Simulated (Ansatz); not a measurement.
**LiI: thickness series**

Consider LiI in the rock salt structure (space group Fm-3m, No. 225).

```
LiI
1.0
    0.00000     2.95164     2.95164
    2.95164     0.00000     2.95164
    2.95164     2.95164     0.00000
I Li
1 1
Direct
  0.00000   0.00000   0.00000
  0.50000   0.50000   0.50000
```

Cartesian axes are those of the cell as printed.

Free-standing slabs (2 atom(s) a layer) normal to the z axis with 15 Å of vacuum; in-plane cell held at bulk.

Method: PBEsol, PAW, 420 eV (Ansatz, a quantum-chemistry and plane-wave program; spin-orbit coupling left out).

| variant | band gap | gap character | smallest direct gap | thickness between the outermost nuclei |
|---|---|---|---|---|
| base | 4.31 eV | – | 4.35 eV | – |
| 1 layer | 3.98 eV | indirect, X → Γ | 4.41 eV | – |
| 2 layers | 4.24 eV | indirect, k = (0, 3/8, 0) in the run's primitive reciprocal basis → Γ | 4.41 eV | 3.22 Å |
| 3 layers | 4.26 eV | indirect, Γ–X (67 % along) → Γ | 4.36 eV | 6.04 Å |
| 4 layers | 4.26 eV | indirect, Γ–X (50 % along) → Γ | 4.32 eV | 9.06 Å |
| 5 layers | 4.26 eV | indirect, k = (0, 1/4, 0) in the run's primitive reciprocal basis → Γ | 4.30 eV | 11.98 Å |
| 6 layers | 4.25 eV | indirect, k = (0, 1/4, 0) in the run's primitive reciprocal basis → Γ | 4.28 eV | 14.95 Å |
| 7 layers | 4.25 eV | indirect, k = (0, 1/4, 0) in the run's primitive reciprocal basis → Γ | 4.28 eV | 17.89 Å |

Spin-orbit coupling, missing from the scalar runs, can matter with I. Whether these cells are dynamically stable was not tested. k-point labels follow each cell's own Brillouin zone.
